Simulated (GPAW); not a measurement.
# free-standing triangular Ti monolayer, spacing 3.069 A: cost and accuracy of the plane-wave cutoff, part 2 of 2

Wanted: the cheapest choice of the plane-wave cutoff that holds the magnetic results of free-standing triangular Ti monolayer, spacing 3.069 A.

GPAW 26.7.0; PBE; plane waves with GPAW's PAW setups, scalar-relativistic.

So far, largest spin moment in the augmentation sphere (μB): step 2 (rung 1 (250 eV), start ferro +) 1.16; step 5 (rung 2 (325 eV), start antiferro q=(0,1/2,0) +-) 0.962; step 6 (rung 3 (400 eV), start ferro +) 1.17; step 7 (rung 3 (400 eV), start antiferro q=(0,1/2,0) +-) 0.972; step 8 (rung 4 (500 eV), start ferro +) 1.17.

## 9. Rung 4 (500 eV), start antiferro q=(0,1/2,0) +-

File order2.py:

```python
import json
import numpy as np
from ase import Atoms
from ase.parallel import paropen, parprint
from gpaw import GPAW

atoms = Atoms(['Ti', 'Ti'],
    cell=[[3.069, 0.0, 0.0],
         [-3.069, 5.315664, 0.0],
         [0.0, 0.0, 14.0]],
    scaled_positions=[[0.0, 0.0, 0.5],
         [0.0, 0.5, 0.5]],
    pbc=True,
    magmoms=[1.0, -1.0])
atoms.calc = GPAW(mode={'name': 'pw', 'ecut': 500},
    xc='PBE',
    kpts={'size': (10, 5, 1), 'gamma': True},
    occupations={'name': 'fermi-dirac', 'width': 0.1},
    convergence={'density': 1e-05, 'energy': 1e-05},
    maxiter=200,
    txt='order2.txt')
e = atoms.get_potential_energy(force_consistent=True)
res = {'free_energy': e, 'energy_sigma0': atoms.get_potential_energy(), 'fermi_energy': atoms.calc.get_fermi_level()}
res['moments'] = atoms.get_magnetic_moments().tolist()
res['total'] = atoms.get_magnetic_moment()
parprint('site moments (muB):', np.round(res['moments'], 3))
parprint(f"total moment: {res['total']:.3f} muB")
parprint(f'free energy: {e:.6f} eV')
atoms.calc.write('order2.gpw')
with paropen('results.json', 'w') as f:
    json.dump(res, f)
```

Started as:

```
$ OMP_NUM_THREADS=1 python3 order2.py > order2.log
```

The program printed:

```text
site moments (muB): [ 0.977 -0.977]
total moment: -0.000 muB
free energy: -8.833692 eV

--- order2.txt ---
Input parameters:
  mode=PW(ecut=500),
  convergence={'density': 1e-05, 'energy': 1e-05},
  kpts=MonkhorstPack(size=(10, 5, 1), gamma=True),
  maxiter=200,
  occupations=Occupations(name='fermi-dirac', width=0.1),
  xc=XC(name='PBE')

Diagonalizing LCAO Hamiltonian
Converting LCAO to pw mode

         Ti
[...]
|          6 |       -34.409 |     1.000 |       -34.409 |     1.000 |
|          7 |       -34.307 |     1.000 |       -34.307 |     1.000 |
[...]
|         15 |        -0.649 |     0.000 |        -0.649 |     0.000 |
|         16 |        -0.455 |     0.000 |        -0.456 |     0.000 |
|         17 |        -0.331 |     0.000 |        -0.331 |     0.000 |
|         18 |         0.337 |     0.000 |         0.337 |     0.000 |

No gap
No difference between direct/indirect transitions


[key lines of the parts left out:]
Free energy:      -8.833692
Converged in 18 steps
dipole moment: (-9.716634, -16.829704, 0.000001)  # |e|*Ang
Fermi level: -1.801
```

Elapsed: 1.8 min, on 1 MPI rank of Arm Neoverse V2, shared host; peak memory 0.34 GiB.

Read from the output:

```yaml
magnetization: 0 μB
final_state: antiferromagnetic
largest_moment: 0.9769 μB
```

This start lies +93.2 meV a seeded atom from the first, a change of +0.2 meV since rung 3; its largest moment is 0.977 μB.

## 10. Rung 5 (650 eV), start ferro +

File order1.py:

```python
import json
import numpy as np
from ase import Atoms
from ase.parallel import paropen, parprint
from gpaw import GPAW

atoms = Atoms(['Ti'],
    cell=[[3.069, 0.0, 0.0],
         [-1.5345, 2.657832, 0.0],
         [0.0, 0.0, 14.0]],
    scaled_positions=[[0.0, 0.0, 0.5]],
    pbc=True,
    magmoms=[1.0])
atoms.calc = GPAW(mode={'name': 'pw', 'ecut': 650},
    xc='PBE',
    kpts={'size': (10, 10, 1), 'gamma': True},
    occupations={'name': 'fermi-dirac', 'width': 0.1},
    convergence={'density': 1e-05, 'energy': 1e-05},
    maxiter=200,
    txt='order1.txt')
e = atoms.get_potential_energy(force_consistent=True)
res = {'free_energy': e, 'energy_sigma0': atoms.get_potential_energy(), 'fermi_energy': atoms.calc.get_fermi_level()}
res['moments'] = atoms.get_magnetic_moments().tolist()
res['total'] = atoms.get_magnetic_moment()
parprint('site moments (muB):', np.round(res['moments'], 3))
parprint(f"total moment: {res['total']:.3f} muB")
parprint(f'free energy: {e:.6f} eV')
atoms.calc.write('order1.gpw')
with paropen('results.json', 'w') as f:
    json.dump(res, f)
```

Started as:

```
$ OMP_NUM_THREADS=1 python3 order1.py > order1.log
```

The program printed:

```text
site moments (muB): [1.17]
total moment: 2.190 muB
free energy: -4.542310 eV

--- order1.txt ---
Input parameters:
  mode=PW(ecut=650),
  convergence={'density': 1e-05, 'energy': 1e-05},
  kpts=MonkhorstPack(size=(10, 10, 1), gamma=True),
  maxiter=200,
  occupations=Occupations(name='fermi-dirac', width=0.1),
  xc=XC(name='PBE')

Diagonalizing LCAO Hamiltonian
Converting LCAO to pw mode

       Ti

[...]
|          3 |       -35.680 |     1.000 |       -34.398 |     1.000 |
|          4 |        -6.311 |     1.000 |        -5.171 |     1.000 |
[...]
|          8 |        -1.610 |     0.066 |        -0.406 |     0.000 |
|          9 |        -0.717 |     0.000 |         0.756 |     0.000 |
|         10 |        -0.717 |     0.000 |         0.756 |     0.000 |
|         11 |         1.496 |     0.000 |         1.987 |     0.000 |

No gap
No difference between direct/indirect transitions


[key lines of the parts left out:]
Free energy:      -4.542310
Converged in 15 steps
dipole moment: (-4.863214, -8.423335, 0.000000)  # |e|*Ang
Fermi level: -1.875
```

Wall time 49 s (1 MPI rank); peak memory 0.28 GiB.

This step gave:

* magnetization: 2.190 μB
* final state: ferromagnetic
* largest moment: 1.170 μB

The largest moment is that of rung 4, at 1.5 times its CPU time.

## 11. Rung 5 (650 eV), start antiferro q=(0,1/2,0) +-

order2.py is the script of step 9 with these lines changed:

```diff
@@ -14,3 +14,3 @@
     magmoms=[1.0, -1.0])
-atoms.calc = GPAW(mode={'name': 'pw', 'ecut': 500},
+atoms.calc = GPAW(mode={'name': 'pw', 'ecut': 650},
     xc='PBE',
```

Started as:

```
$ OMP_NUM_THREADS=1 python3 order2.py > order2.log
```

The program printed:

```text
site moments (muB): [ 0.977 -0.977]
total moment: -0.000 muB
free energy: -8.897978 eV

--- order2.txt ---
Input parameters:
  mode=PW(ecut=650),
  convergence={'density': 1e-05, 'energy': 1e-05},
  kpts=MonkhorstPack(size=(10, 5, 1), gamma=True),
  maxiter=200,
  occupations=Occupations(name='fermi-dirac', width=0.1),
  xc=XC(name='PBE')

Diagonalizing LCAO Hamiltonian
Converting LCAO to pw mode

         Ti
[...]
|          6 |       -34.413 |     1.000 |       -34.413 |     1.000 |
|          7 |       -34.312 |     1.000 |       -34.312 |     1.000 |
[...]
|         15 |        -0.650 |     0.000 |        -0.650 |     0.000 |
|         16 |        -0.455 |     0.000 |        -0.456 |     0.000 |
|         17 |        -0.333 |     0.000 |        -0.333 |     0.000 |
|         18 |         0.337 |     0.000 |         0.337 |     0.000 |

No gap
No difference between direct/indirect transitions


[key lines of the parts left out:]
Free energy:      -8.897978
Converged in 18 steps
dipole moment: (-9.719076, -16.833933, 0.000001)  # |e|*Ang
Fermi level: -1.801
```

Wall time 3.2 min (1 MPI rank); peak memory 0.47 GiB.

This step gave:

| Property | Result |
| --- | --- |
| magnetization | 0 μB |
| final state | antiferromagnetic |
| largest moment | 0.9769 μB |

This start lies +93.3 meV a seeded atom from the first, a change of +0.2 meV since rung 4; its largest moment is 0.977 μB.

## 12. Rung 6 (800 eV), start ferro +

order1.py is the script of step 10 with these lines changed:

```diff
@@ -13,3 +13,3 @@
     magmoms=[1.0])
-atoms.calc = GPAW(mode={'name': 'pw', 'ecut': 650},
+atoms.calc = GPAW(mode={'name': 'pw', 'ecut': 800},
     xc='PBE',
```

Started as:

```
$ OMP_NUM_THREADS=1 python3 order1.py > order1.log
```

The program printed:

```text
site moments (muB): [1.171]
total moment: 2.190 muB
free energy: -4.566067 eV

--- order1.txt ---
Input parameters:
  mode=PW(ecut=800),
  convergence={'density': 1e-05, 'energy': 1e-05},
  kpts=MonkhorstPack(size=(10, 10, 1), gamma=True),
  maxiter=200,
  occupations=Occupations(name='fermi-dirac', width=0.1),
  xc=XC(name='PBE')

Diagonalizing LCAO Hamiltonian
Converting LCAO to pw mode

       Ti

[...]
|          3 |       -35.678 |     1.000 |       -34.396 |     1.000 |
|          4 |        -6.311 |     1.000 |        -5.169 |     1.000 |
[...]
|          8 |        -1.610 |     0.066 |        -0.405 |     0.000 |
|          9 |        -0.717 |     0.000 |         0.756 |     0.000 |
|         10 |        -0.717 |     0.000 |         0.756 |     0.000 |
|         11 |         1.495 |     0.000 |         1.988 |     0.000 |

No gap
No difference between direct/indirect transitions


[key lines of the parts left out:]
Free energy:      -4.566067
Converged in 15 steps
dipole moment: (-4.862425, -8.421968, 0.000000)  # |e|*Ang
Fermi level: -1.874
```

Wall time 88 s (1 MPI rank); peak memory 0.33 GiB.

Numbers from this step:

```
magnetization  : 2.190 μB
final state    : ferromagnetic
largest moment : 1.171 μB
```

The largest moment is that of rung 5, at 1.8 times its CPU time.

## 13. Rung 6 (800 eV), start antiferro q=(0,1/2,0) +-

order2.py is the script of step 11 with these lines changed:

```diff
@@ -14,3 +14,3 @@
     magmoms=[1.0, -1.0])
-atoms.calc = GPAW(mode={'name': 'pw', 'ecut': 650},
+atoms.calc = GPAW(mode={'name': 'pw', 'ecut': 800},
     xc='PBE',
```

Started as:

```
$ OMP_NUM_THREADS=1 python3 order2.py > order2.log
```

The program printed:

```text
site moments (muB): [ 0.978 -0.978]
total moment: 0.000 muB
free energy: -8.945532 eV

--- order2.txt ---
Input parameters:
  mode=PW(ecut=800),
  convergence={'density': 1e-05, 'energy': 1e-05},
  kpts=MonkhorstPack(size=(10, 5, 1), gamma=True),
  maxiter=200,
  occupations=Occupations(name='fermi-dirac', width=0.1),
  xc=XC(name='PBE')

Diagonalizing LCAO Hamiltonian
Converting LCAO to pw mode

         Ti
[...]
|          6 |       -34.411 |     1.000 |       -34.411 |     1.000 |
|          7 |       -34.309 |     1.000 |       -34.309 |     1.000 |
[...]
|         15 |        -0.650 |     0.000 |        -0.650 |     0.000 |
|         16 |        -0.455 |     0.000 |        -0.455 |     0.000 |
|         17 |        -0.333 |     0.000 |        -0.333 |     0.000 |
|         18 |         0.337 |     0.000 |         0.337 |     0.000 |

No gap
No difference between direct/indirect transitions


[key lines of the parts left out:]
Free energy:      -8.945532
Converged in 18 steps
dipole moment: (-9.717511, -16.831223, 0.000001)  # |e|*Ang
Fermi level: -1.801
```

Elapsed: 4.9 min, on 1 MPI rank; peak memory 0.59 GiB.

Numbers from this step:

```yaml
magnetization: 0 μB
final_state: antiferromagnetic
largest_moment: 0.9781 μB
```

This start lies +93.3 meV a seeded atom from the first, a change of -0.0 meV since rung 5; its largest moment is 0.978 μB.

## 14. Another try

An input with a fault is tried, to see how the program answers.

File run.py:

```python
import json
import numpy as np
from ase import Atoms
from ase.parallel import paropen, parprint
from gpaw import GPAW

atoms = Atoms(['Ti'],
    cell=[[3.069, 0.0, 0.0],
         [-1.5345, 2.657832, 0.0],
         [0.0, 0.0, 14.0]],
    scaled_positions=[[0.0, 0.0, 0.5]],
    pbc=True,
    magmoms=[1.0])
atoms.calc = GPAW(mode={'name': 'pw', 'ecut': 550},
    xc='PBE',
    kpts={'size': (10, 10, 1), 'gamma': True},
    occupations={'name': 'fermi-dirac', 'width': 0.1},
    convergence={'density': 1e-05, 'energy': 1e-05},
    maxiter=50,
    mixer={'method': 'separate', 'backend': 'pulay', 'beta': 1.0, 'nmaxold': 1, 'weight': 1},
    txt='run.txt')
e = atoms.get_potential_energy(force_consistent=True)
res = {'free_energy': e, 'energy_sigma0': atoms.get_potential_energy(), 'fermi_energy': atoms.calc.get_fermi_level()}
res['moments'] = atoms.get_magnetic_moments().tolist()
res['total'] = atoms.get_magnetic_moment()
parprint('site moments (muB):', np.round(res['moments'], 3))
parprint(f"total moment: {res['total']:.3f} muB")
parprint(f'free energy: {e:.6f} eV')
atoms.calc.write('run.gpw')
with paropen('results.json', 'w') as f:
    json.dump(res, f)
```

Started as:

```
$ OMP_NUM_THREADS=1 python3 run.py > run.log
```

The program printed:

```text
gpaw.KohnShamConvergenceError

--- run.txt ---
Input parameters:
  mode=PW(ecut=550),
  convergence={'density': 1e-05, 'energy': 1e-05},
  kpts=MonkhorstPack(size=(10, 10, 1), gamma=True),
  maxiter=50,
  mixer=Pulay(name='pulay', nmaxold=1, beta=1.0, weight=1, sigma=0.015, g_ss=None),
  occupations=Occupations(name='fermi-dirac', width=0.1),
  xc=XC(name='PBE')

Diagonalizing LCAO Hamiltonian
Converting LCAO to pw mode

       Ti

Atoms  # Å, Bohr magnetons
|   | symbol |        x |        y |        z |    initial magnetic moments |
|---|--------|----------|----------|----------|-----------------------------|
| 0 |     Ti | 0.000000 | 0.000000 | 7.000000 | ( 0.0000,  0.0000,  1.0000) |

Number of symmetries: 8

BZ-sampling:
  Number of BZ points: 100
  Number of IBZ points: 31

  Monkhorst-Pack size: [10, 10, 1]
  Monkhorst-Pack shift: [0.05, 0.05, 0.0]

Plane wave coefficients: 3366
Cutoff: 550.0 eV

Spin-components: 2 (collinear spins)
Bands:           12
Projectors:      6
Spin-degeneracy: 1
Datatype:        complex128

Parallelization:
  kpt:    1
  domain: 1
  band:   1

Density:
  Valence electrons: 12.0
  Components: 2
  Grid points: [18 18 80]
  Charge: 0.0  # |e|

Potential:
  Grid points: [18 18 80]

[... setups left out ...]
Reference energy: -23224.014282  # eV

convergence criteria:
- Maximum integral of absolute [dens]ity change: 1e-05 electrons / valence electron
- Maximum [total energy] change in last 3 cyles: 1e-05 eV / valence electron
- Maximum integral of absolute [eigenst]ate change: 4e-08 eV^2 / valence electron
maximum number of iterations: 50

SCF iterations
|iter     |      energy | eigst |  dens |  magmom |
|---------|-------------|-------|-------|---------|
|iter:   1|       0s |   -4.646772 | -0.16 |       |  +1.0041|
|iter:   2|       3s |   -5.020775 | -0.63 | -0.93 |  +1.2540|
|iter:   3|       7s |   -8.407121 | +0.34 | -0.81 |  +1.0324|
|iter:   4|      10s |  -24.053343 | +0.47 | -0.57 |  +1.1876|
|iter:   5|      14s | -118.600322 | +2.00 | -0.22 |  +0.2457|
|iter:   6|      17s | -110.106833 | +1.45 | -0.17 |  +0.3484|
[...]
[... 30 iterations left out ...]
[...]
|iter:  47|     159s | -370.886099 | +3.18 | +0.09 |  +0.0501|
|iter:  48|     162s | -209.647730 | +1.58 | +0.10 |  -0.1127|
|iter:  49|     166s | -388.161626 | +3.27 | +0.10 |  -0.0570|
|iter:  50|     169s | -206.776534 | +1.60 | +0.10 |  +0.0562|
```

The job ended after 2.9 min (1 MPI rank; peak memory 0.23 GiB).

The run stopped without converging, so none of its numbers is a property of the system.

The fault put into the input: mixing far too strong.

Taking so much of each cycle's output makes the cycles overshoot; a small step or a mixer with history is the cure.

## 15. Side by side

Ladder, by row:

| rung | cutoff (eV) | state from the first start | state from the second start | second less first (meV a seeded atom) | moment, first (μB) | moment, second (μB) | CPU time (s) |
| --- | --- | --- | --- | --- | --- | --- | --- |
| 1 | 250 | ferromagnetic | antiferromagnetic | 94.8 | 1.155 | 0.9564 | 61.94 |
| 2 | 325 | ferromagnetic | antiferromagnetic | 93.73 | 1.159 | 0.9617 | 101.3 |
| 3 | 400 | ferromagnetic | antiferromagnetic | 93.01 | 1.166 | 0.9715 | 119.3 |
| 4 | 500 | ferromagnetic | antiferromagnetic | 93.16 | 1.17 | 0.9769 | 139.1 |
| 5 | 650 | ferromagnetic | antiferromagnetic | 93.32 | 1.17 | 0.9769 | 239.6 |
| 6 | 800 | ferromagnetic | antiferromagnetic | 93.3 | 1.171 | 0.9781 | 378.8 |

## 16. Results

| Property | Result |
| --- | --- |
| range of the moment in the table, first start | 1.16 to 1.17 μB |
| range of CPU time | 62 s to 6.3 min |
| range of the energy difference | 93.0 to 94.8 meV a seeded atom |
| first rung from which all stay within 4.7 meV of the last | 1 |

From rung 1 on the result stays within 1.5 meV of the last rung, inside the margin of 4.7 meV set for it, at 16 % of the last rung's cost. The first start ends lower on every rung of the table; whether functional and cell give the true order is another question.

[Long decimals in the printed logs are rounded to 6 places.]

[Logs and program files are shortened in this print: banners, set-up blocks, solver, clock and traceback lines can be left out without a mark of their own.]

[Logs are printed without paths, hosts, clocks, repeated set-up lines and the standing remarks that a program may print on its own settings, such as how far it seeks lower states.]

[Hosts, paths, dates, database ids (printed as entryN), source tags and the programs' standing remarks are cut or masked in the printed files.]

[Where the starting crystal was built by hand or by swapping elements, it need not be the compound's stable phase.]

[Where a cell is said to come from a database of computed structures, the database is the Materials Project.]

[Runs that the program refused, that were killed for memory or that had too few empty states are not shown or counted.]

[Lattice constants of own cells that a recipe calls measured were typed without a cited source.]
